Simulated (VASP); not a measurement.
Input of a VASP 6.6.1 run:

File INCAR:

```
SYSTEM = InSb
PREC = Accurate
ENCUT = 600
EDIFF = 1E-7
ISMEAR = 0
SIGMA = 0.03
LREAL = .FALSE.
LASPH = .TRUE.
NELM = 80
ALGO = Normal
ISIF = 3
LWAVE = .FALSE.
LCHARG = .FALSE.
GGA = PE
IVDW = 12
IBRION = 2
NSW = 90
EDIFFG = -0.005
```

KPOINTS

```
Automatic mesh
0
G
  10 10 10
  0 0 0
```

Contents of POSCAR:

```
InSb                                    
1.0
    0.0000000000      3.2719338478      3.2719338478
    3.2719338478     -0.0000000000      3.2719338478
    3.2719338478      3.2719338478      0.0000000000
  In              Sb            
     1     1
Direct
     0.0000000000000000    0.0000000000000000    0.0000000000000000
     0.2500000000000000    0.2500000000000000    0.2500000000000000
```

Potentials or basis: VASP PAW PBE potentials, release 64 (In_d, Sb).

The run is started by

```bash
$ cat potpaw_PBE.64/In_d/POTCAR potpaw_PBE.64/Sb/POTCAR > POTCAR
$ mpirun -np 1 vasp_std > vasp.out
```

(1) Estimate the dispersion energy per atom.

(2) Estimate the band gap on the k mesh.

Answers

(1) -0.321 eV.

(2) none (metal or under the smearing width).

Caveat: the relaxation stopped at its first step, so nothing moved; this crystal is a semiconductor, whose small gap the functional closes, so the metal is an error of the method.
